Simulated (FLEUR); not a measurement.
# NiO (Fm-3m) in FLEUR: band structure with LDA (Wigner correlation)

Aim: the band structure of NiO with LDA (Wigner correlation).

Everything below comes from runs of FLEUR MaX-R8.1 (patched build s14). Logs are shortened: lines on timing, memory, paths and dates and some standing lists are left out, and cuts for length are marked.

**Measured values to compare with.**

“Local correlations, non-local screening, multiplets, and band formation in NiO”, 2012, arxiv:1210.6675 quotes, for a bulk crystal of NiO: band gap 4.3 eV.

How close the calculation comes is told below.

## Step 1: The structure

The structure is cubic, space group Fm-3m (No. 225). The conventional cell has a = 4.172 Å, b = 4.172 Å, c = 4.172 Å, α = 90.00°, β = 90.00°, γ = 90.00°. Around Ni (site symmetry m-3m) lie 6 O at 2.09 Å. Around O (site symmetry m-3m) lie 6 Ni at 2.09 Å.

## Step 2: Band structure, LDA (Wigner correlation), collinear spin, random start

File inp.xml:

```xml
<?xml version="1.0" encoding="UTF-8" standalone="no"?>
<fleurInput fleurInputVersion="0.39">
   <comment>
      NiO                                                                                                 
   </comment>
   <calculationSetup>
      <cutoffs Kmax="4.43" Gmax="13.7" GmaxXC="13.7" numbands="0"/>
      <scfLoop itmax="60" minDistance="0.00001" maxIterBroyd="15" imix="Anderson" alpha="0.05" precondParam="0.0" spinf="2.0"/>
      <coreElectrons ctail="T" frcor="F" kcrel="0" coretail_lmax="0"/>
      <xcFunctional name="wign" relativisticCorrections="F"/>
      <magnetism jspins="2"/>
      <soc l_soc="F" theta="0.0" phi="0.0" spav="F"/>
      <expertModes spex="0" secvar="F"/>
      <geometryOptimization l_f="F" forcealpha="1.0" forcemix="BFGS" epsdisp="0.00001" epsforce="0.00001"/>
      <ldaU l_linMix="F" mixParam="0.05" spinf="1.0"/>
   </calculationSetup>
   <cell>
      <bzIntegration valenceElectrons="24.0" mode="gauss" fermiSmearingEnergy="0.00367493">
         <kPointListSelection listName="default-1"/>
         <!-- k-points included here -->
         <xi:include xmlns:xi="http://www.w3.org/2001/XInclude" href="kpts.xml"> </xi:include>
      </bzIntegration>
      <!-- symmetry operations included here -->
      <xi:include xmlns:xi="http://www.w3.org/2001/XInclude" href="sym.xml"> </xi:include>
[... 29 lines left out ...]
            <coreConfig>(1s1/2)</coreConfig>
            <valenceConfig>(2s1/2) (2p1/2) (2p3/2)</valenceConfig>
            <stateOccupation state="(2p1/2)" spinUp="0.666667" spinDown="0.666667"/>
            <stateOccupation state="(2p3/2)" spinUp="1.333333" spinDown="1.333333"/>
         </electronConfig>
         <energyParameters s="2" p="2" d="3" f="4"/>
         <lo type="SCLO" l="0" n="2" eDeriv="2"/>
         <lo type="SCLO" l="1" n="2" eDeriv="2"/>
         <lo type="SCLO" l="2" n="3" eDeriv="2"/>
      </species>
   </atomSpecies>
   <atomGroups>
      <atomGroup species="Nickel (Ni-.880">
         <relPos label="                   1">.0000000000 .0000000000 .0000000000</relPos>
         <force calculate="T" relaxXYZ="TTT"/>
      </atomGroup>
      <atomGroup species="Oxygen (O)">
         <relPos label="                   2">1.000/2.000 1.000/2.000 1.000/2.000</relPos>
         <force calculate="T" relaxXYZ="TTT"/>
      </atomGroup>
   </atomGroups>
   <output dos="F" band="F" slice="F">
      <checks vchk="F" cdinf="F"/>
      <bandDOS minEnergy="-.5*Htr" maxEnergy="0.5*Htr" sigma="0.015" storeEVData="T"/>
      <vacuumDOS vacdos="F" integ="F" star="F" nstars="0" locx1="0.0" locy1="0.0" locx2="0.0" locy2="0.0" nstm="0" tworkf="0.0"/>
      <unfoldingBand unfoldBand="F" supercellX="1" supercellY="1" supercellZ="1"/>
      <plotting iplot="0" polar="F">
         <plot TwoD="T" vec1="  1.0  0.0  0.0" vec2="  0.0  1.0  0.0" vec3="  0.0  0.0  1.0" zero="  0.0  0.0  0.0" file="plot"/>
      </plotting>
      <chargeDensitySlicing numkpt="0" minEigenval="0.0" maxEigenval="0.0" nnne="0" pallst="F"/>
      <specialOutput eonly="F"/>
      <magneticCircularDichroism mcd="F" energyLo="-10.0" energyUp="0.0"/>
   </output>
  <!-- We include the file relax.xml here to enable relaxations (see documentation) -->
  <xi:include xmlns:xi="http://www.w3.org/2001/XInclude" href="relax.xml"> <xi:fallback/> </xi:include>
</fleurInput>
```

File crystal.txt:

```
NiO
&input cartesian=F /
0.0000000000  2.0859016414  2.0859016414
2.0859016414  0.0000000000  2.0859016414
2.0859016414  2.0859016414  0.0000000000
1.8897261246
1.0 1.0 1.0

2
28 0.0000000000  0.0000000000  0.0000000000 : -0.880
8 0.5000000000  0.5000000000  0.5000000000

&kpt div1=11 div2=11 div3=11 gamma=T /
```

File inp.xml (bands):

```
<?xml version="1.0" encoding="UTF-8" standalone="no"?>
<fleurInput fleurInputVersion="0.39">
   <comment>
      NiO                                                                                                 
   </comment>
   <calculationSetup>
      <cutoffs Kmax="4.43" Gmax="13.7" GmaxXC="13.7" numbands="0"/>
      <scfLoop itmax="60" minDistance="0.00001" maxIterBroyd="15" imix="Anderson" alpha="0.05" precondParam="0.0" spinf="2.0"/>
      <coreElectrons ctail="T" frcor="F" kcrel="0" coretail_lmax="0"/>
      <xcFunctional name="wign" relativisticCorrections="F"/>
      <magnetism jspins="2"/>
      <soc l_soc="F" theta="0.0" phi="0.0" spav="F"/>
      <expertModes spex="0" secvar="F"/>
      <geometryOptimization l_f="F" forcealpha="1.0" forcemix="BFGS" epsdisp="0.00001" epsforce="0.00001"/>
      <ldaU l_linMix="F" mixParam="0.05" spinf="1.0"/>
   </calculationSetup>
   <cell>
      <bzIntegration valenceElectrons="24.0" mode="gauss" fermiSmearingEnergy="0.00367493">
         <kPointListSelection listName="path-1"/>
         <!-- k-points included here -->
         <xi:include xmlns:xi="http://www.w3.org/2001/XInclude" href="kpts.xml"> </xi:include>
      </bzIntegration>
      <!-- symmetry operations included here -->
      <xi:include xmlns:xi="http://www.w3.org/2001/XInclude" href="sym.xml"> </xi:include>
      <bulkLattice scale="1.0">
         <bravaisMatrix>
[... 29 lines left out ...]
            <stateOccupation state="(2p1/2)" spinUp="0.666667" spinDown="0.666667"/>
            <stateOccupation state="(2p3/2)" spinUp="1.333333" spinDown="1.333333"/>
         </electronConfig>
         <energyParameters s="2" p="2" d="3" f="4"/>
         <lo type="SCLO" l="0" n="2" eDeriv="2"/>
         <lo type="SCLO" l="1" n="2" eDeriv="2"/>
         <lo type="SCLO" l="2" n="3" eDeriv="2"/>
      </species>
   </atomSpecies>
   <atomGroups>
      <atomGroup species="Nickel (Ni-.880">
         <relPos label="                   1">.0000000000 .0000000000 .0000000000</relPos>
         <force calculate="T" relaxXYZ="TTT"/>
      </atomGroup>
      <atomGroup species="Oxygen (O)">
         <relPos label="                   2">1.000/2.000 1.000/2.000 1.000/2.000</relPos>
         <force calculate="T" relaxXYZ="TTT"/>
      </atomGroup>
   </atomGroups>
   <output dos="F" band="T" slice="F">
      <checks vchk="F" cdinf="F"/>
      <bandDOS minEnergy="-.5*Htr" maxEnergy="0.5*Htr" sigma="0.015" storeEVData="T"/>
      <vacuumDOS vacdos="F" integ="F" star="F" nstars="0" locx1="0.0" locy1="0.0" locx2="0.0" locy2="0.0" nstm="0" tworkf="0.0"/>
      <unfoldingBand unfoldBand="F" supercellX="1" supercellY="1" supercellZ="1"/>
      <plotting iplot="0" polar="F">
         <plot TwoD="T" vec1="  1.0  0.0  0.0" vec2="  0.0  1.0  0.0" vec3="  0.0  0.0  1.0" zero="  0.0  0.0  0.0" file="plot"/>
      </plotting>
      <chargeDensitySlicing numkpt="0" minEigenval="0.0" maxEigenval="0.0" nnne="0" pallst="F"/>
      <specialOutput eonly="F"/>
      <magneticCircularDichroism mcd="F" energyLo="-10.0" energyUp="0.0"/>
   </output>
  <!-- We include the file relax.xml here to enable relaxations (see documentation) -->
  <xi:include xmlns:xi="http://www.w3.org/2001/XInclude" href="relax.xml"> <xi:fallback/> </xi:include>
</fleurInput>
```

Potentials or basis: all-electron, FLAPW.

Command:

```bash
inpgen -f crystal.txt -profile fastHighL
# inp.xml edited to the form shown
fleur
fleur   # second run, on inp.xml (bands)
```

Log:

```text
Welcome to FLEUR        (www.flapw.de)
      MaX-Release 8.1          (www.max-centre.eu)

 ========== k-point set info ==========
 Selected k-point list: default-1
 k-point list type: mesh
 11 x 11 x 11
 Number of k points: 56

 ------------Calculation Setup---------------------------
 Number of OMP-threads    :            1
 Number of basis functions:          260
 Approximate size of matrices (H+S) per k-point:         0.001 GB
 --------------------------------------------------------
 WARNING: Wigner correlation ! Only applicable for non-spinpolarized calculations
 WARNING: Wigner correlation ! Only applicable for non-spinpolarized calculations
 WARNING: Wigner correlation ! Only applicable for non-spinpolarized calculations
 Iteration:     1   Distance:      32.77519534 me/bohr^3
 WARNING: Wigner correlation ! Only applicable for non-spinpolarized calculations
 WARNING: Wigner correlation ! Only applicable for non-spinpolarized calculations
 WARNING: Wigner correlation ! Only applicable for non-spinpolarized calculations
 Iteration:     2   Distance:      30.25732373 me/bohr^3
 WARNING: Wigner correlation ! Only applicable for non-spinpolarized calculations
 WARNING: Wigner correlation ! Only applicable for non-spinpolarized calculations
 WARNING: Wigner correlation ! Only applicable for non-spinpolarized calculations
 Iteration:     3   Distance:      13.36727804 me/bohr^3
 WARNING: Wigner correlation ! Only applicable for non-spinpolarized calculations
 WARNING: Wigner correlation ! Only applicable for non-spinpolarized calculations
 WARNING: Wigner correlation ! Only applicable for non-spinpolarized calculations
 Iteration:     4   Distance:       7.83106346 me/bohr^3
 WARNING: Wigner correlation ! Only applicable for non-spinpolarized calculations
 WARNING: Wigner correlation ! Only applicable for non-spinpolarized calculations
 WARNING: Wigner correlation ! Only applicable for non-spinpolarized calculations
 Iteration:     5   Distance:       3.37546229 me/bohr^3
 WARNING: Wigner correlation ! Only applicable for non-spinpolarized calculations
 WARNING: Wigner correlation ! Only applicable for non-spinpolarized calculations
 WARNING: Wigner correlation ! Only applicable for non-spinpolarized calculations
 Iteration:     6   Distance:       0.84782251 me/bohr^3
 WARNING: Wigner correlation ! Only applicable for non-spinpolarized calculations
 WARNING: Wigner correlation ! Only applicable for non-spinpolarized calculations
 WARNING: Wigner correlation ! Only applicable for non-spinpolarized calculations
 Iteration:     7   Distance:       0.94208278 me/bohr^3
 WARNING: Wigner correlation ! Only applicable for non-spinpolarized calculations
 WARNING: Wigner correlation ! Only applicable for non-spinpolarized calculations
 WARNING: Wigner correlation ! Only applicable for non-spinpolarized calculations
 Iteration:     8   Distance:       0.15324497 me/bohr^3
 WARNING: Wigner correlation ! Only applicable for non-spinpolarized calculations
 WARNING: Wigner correlation ! Only applicable for non-spinpolarized calculations
 WARNING: Wigner correlation ! Only applicable for non-spinpolarized calculations
 Iteration:     9   Distance:       0.11342552 me/bohr^3
 WARNING: Wigner correlation ! Only applicable for non-spinpolarized calculations
 WARNING: Wigner correlation ! Only applicable for non-spinpolarized calculations
 WARNING: Wigner correlation ! Only applicable for non-spinpolarized calculations
 Iteration:    10   Distance:       0.02171172 me/bohr^3
 WARNING: Wigner correlation ! Only applicable for non-spinpolarized calculations
 WARNING: Wigner correlation ! Only applicable for non-spinpolarized calculations
 WARNING: Wigner correlation ! Only applicable for non-spinpolarized calculations
 Iteration:    11   Distance:       0.00488562 me/bohr^3
 WARNING: Wigner correlation ! Only applicable for non-spinpolarized calculations
 WARNING: Wigner correlation ! Only applicable for non-spinpolarized calculations
 WARNING: Wigner correlation ! Only applicable for non-spinpolarized calculations
 Iteration:    12   Distance:       0.00028680 me/bohr^3
 WARNING: Wigner correlation ! Only applicable for non-spinpolarized calculations
 WARNING: Wigner correlation ! Only applicable for non-spinpolarized calculations
 WARNING: Wigner correlation ! Only applicable for non-spinpolarized calculations
 Iteration:    13   Distance:       0.00012321 me/bohr^3
 WARNING: Wigner correlation ! Only applicable for non-spinpolarized calculations
 WARNING: Wigner correlation ! Only applicable for non-spinpolarized calculations
 WARNING: Wigner correlation ! Only applicable for non-spinpolarized calculations
 Iteration:    14   Distance:       0.00002357 me/bohr^3
 WARNING: Wigner correlation ! Only applicable for non-spinpolarized calculations
 WARNING: Wigner correlation ! Only applicable for non-spinpolarized calculations
 WARNING: Wigner correlation ! Only applicable for non-spinpolarized calculations
 Iteration:    15   Distance:       0.00000104 me/bohr^3

 ********************************************************************
 Run finished successfully
 Stop message:
   all done
 ********************************************************************
```

Wall time 23 s (1 thread of AMD EPYC 7B13 (Zen 3), shared host); peak memory 0.05 GiB.

Results:

```
Free energy                                           : -43321.8225 eV
Band gap along the path                               : none (metal or under the smearing width)
Net moment                                            : 0.00 μB per cell
Valence electrons inside the program's atomic spheres : Ni 16.41; O 4.98 (radii Ni 2.07, O 1.58 bohr)
```

Levels at the corners of the path, in eV from the Fermi level:
Spin up:
```tsv
point	band 10	band 11	band 12	band 13	band 14	band 15
Γ	-1.81	-1.81	-1.61	-1.61	1.51	17.45
X	-1.20	-0.65	-0.65	-0.62	6.10	10.32
W	-1.10	-0.76	-0.65	0.03	8.43	10.51
K	-0.79	-0.61	-0.46	0.04	7.72	10.23
Γ	-1.81	-1.81	-1.61	-1.61	1.51	17.45
L	-0.94	-0.57	1.31	1.31	5.39	9.87
U	-0.79	-0.61	-0.46	0.04	7.72	10.23
W	-1.10	-0.76	-0.65	0.03	8.43	10.51
L	-0.94	-0.57	1.31	1.31	5.39	9.87
K	-0.79	-0.61	-0.46	0.04	7.72	10.23
U	-0.79	-0.61	-0.46	0.04	7.72	10.23
X	-1.20	-0.65	-0.65	-0.62	6.10	10.32
```
Spin down:
```csv
point,band 8,band 9,band 10,band 11,band 12,band 13,band 14,band 15,band 16,band 17
Γ,-3.17,-1.81,-1.81,-1.81,-1.61,-1.61,1.51,17.45,18.82,18.82
X,-4.48,-2.85,-1.20,-0.65,-0.65,-0.62,6.10,10.32,12.29,16.40
W,-5.86,-1.10,-1.10,-0.76,-0.65,0.03,8.43,10.51,10.51,13.31
K,-5.11,-1.72,-0.79,-0.61,-0.46,0.04,7.72,10.23,10.29,15.64
Γ,-3.17,-1.81,-1.81,-1.81,-1.61,-1.61,1.51,17.45,18.82,18.82
L,-5.53,-0.94,-0.94,-0.57,1.31,1.31,5.39,9.87,13.83,13.83
U,-5.11,-1.72,-0.79,-0.61,-0.46,0.04,7.72,10.23,10.29,15.64
W,-5.86,-1.10,-1.10,-0.76,-0.65,0.03,8.43,10.51,10.51,13.31
L,-5.53,-0.94,-0.94,-0.57,1.31,1.31,5.39,9.87,13.83,13.83
K,-5.11,-1.72,-0.79,-0.61,-0.46,0.04,7.72,10.23,10.29,15.64
U,-5.11,-1.72,-0.79,-0.61,-0.46,0.04,7.72,10.23,10.29,15.64
X,-4.48,-2.85,-1.20,-0.65,-0.65,-0.62,6.10,10.32,12.29,16.40
```

Core levels (eV from the Fermi level):
```
atom                                                   levels
1 Ni  1s1/2 -8184.0, 2s1/2 -970.6, 2p1/2 -846.6, 2p3/2 -829.2
 2 O                                             1s1/2 -502.9
```

Caveat: with Gaussian smearing the program prints no entropy term, so the energy of a metal isn't a free energy; semilocal functionals often make such compounds metallic where correlation or magnetic order opens a gap, which also shifts bond lengths.

## Step 3: How close it comes

Step 2. A measured gap of NiO is 4.3 eV (quoted in “Local correlations, non-local screening, multiplets, and band formation in NiO”, 2012, arxiv:1210.6675); the calculated 0.00 eV misses it by -4.30 eV. So large a miss can be the level of theory's own, or it may mean another phase, state or a wrong row. The value is that of LDA (Wigner correlation), without temperature or zero-point motion.
